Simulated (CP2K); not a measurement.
C:

```
C
1.0
     2.52210    0.00000    0.00000
    -1.26105    2.18420    0.00000
     0.00000    0.00000    8.23710
C
8
Cartesian
  1.2611 0.7281 6.9501
  0.0000 1.4561 2.8315
  1.2611 0.7281 5.4056
  0.0000 1.4561 1.2870
  0.0000 0.0000 7.4649
  0.0000 0.0000 3.3463
  0.0000 0.0000 4.8908
  0.0000 0.0000 0.7722
```

This is a hexagonal form of diamond, not graphite.

Base run:

| Item | Value |
| --- | --- |
| Program | CP2K 2026.2 |
| Functional | PBE |
| Potentials or basis | POTENTIAL_UZH C GTH-PBE0-q4; DZVP-MOLOPT-SR-GTH basis |
| Density cutoff | 6123 eV |
| k mesh | 9 × 9 × 3 |
| Occupations | fermi-dirac, width 0.05 eV |
| Spin | no spin polarisation |

Its results: band gap on the k mesh 4.59 eV, indirect (least direct gap 5.21 eV); pressure 3.2 GPa; largest force 0.339 eV/Å.

Question: The run is repeated on the same cell with these changes: potentials or basis from POTENTIAL_UZH C GTH-PBE0-q4; DZVP-MOLOPT-SR-GTH basis to POTENTIAL_UZH C GTH-SCAN-q4; DZVP-MOLOPT-SR-GTH basis; potentials from C GTH-PBE0-q4 of POTENTIAL_UZH to C GTH-SCAN-q4 of POTENTIAL_UZH. What comes out?

Answer: Band gap on the k mesh 4.76 eV, indirect (least direct gap 5.23 eV); pressure 0.3 GPa; largest force 0.341 eV/Å.

Caveats: the basis of atomic orbitals isn't converged, which shifts pressures, moduli and gaps; the potentials were made for another functional, which shifts forces and pressure (some runs).
